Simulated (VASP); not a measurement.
# LiF: single point with r2SCAN

LiF:

```
CELL_PARAMETERS angstrom
0.00000 2.04794 1.96190
2.04794 0.00000 1.96190
2.04794 2.04794 0.00000
ATOMIC_POSITIONS crystal
Li 0.00000 0.00000 0.00000
F 0.50000 0.50000 0.50000
```

The cell was built by a generator and needn't be a form met in nature.

The cell isn't the ideal one: epitaxial_xy strain +2.7%.

| Quantity | Value |
| --- | --- |
| Program | VASP 6.6.1 |
| Task | single point |
| Functional | r2SCAN |
| Potentials or basis | VASP PAW PBE potentials, release 64 (Li_sv, F) |
| Cutoff | 520 eV |
| k mesh | 10 × 10 × 10 |
| Occupations | gaussian, width 0.01 eV |
| Spin | no spin polarisation |
| Dipole correction | no |
| Further INCAR settings | ALGO = Normal; EDIFF = 1e-07; NBANDS = 12 |

```yaml
Band_gap_on_the_k_mesh: 10.15 eV, direct
```

Levels at points of the mesh, in eV from the valence-band top:
```csv
k point,band 1,band 2,band 3,band 4,band 5,band 6,band 7,band 8,band 9,band 10
"(0.00, 0.00, 0.00)",-42.11,-21.11,-0.11,0.00,0.00,10.15,25.29,25.29,25.58,25.58
"(0.50, 0.00, 0.00)",-42.05,-20.71,-2.50,-0.32,-0.23,11.76,18.00,19.93,20.79,31.90
"(0.50, 0.50, 0.00)",-42.03,-20.42,-2.98,-1.11,-1.11,16.52,16.98,19.04,21.38,21.38
"(0.50, 0.00, 0.50)",-42.04,-20.47,-3.02,-1.12,-0.86,15.68,17.60,18.96,21.66,22.41
```

It took 92 s on 1 thread of AMD EPYC 7R13 Processor (Zen 3), on a shared host, peak memory 0.11 GiB.

 A k mesh can miss the band edges.
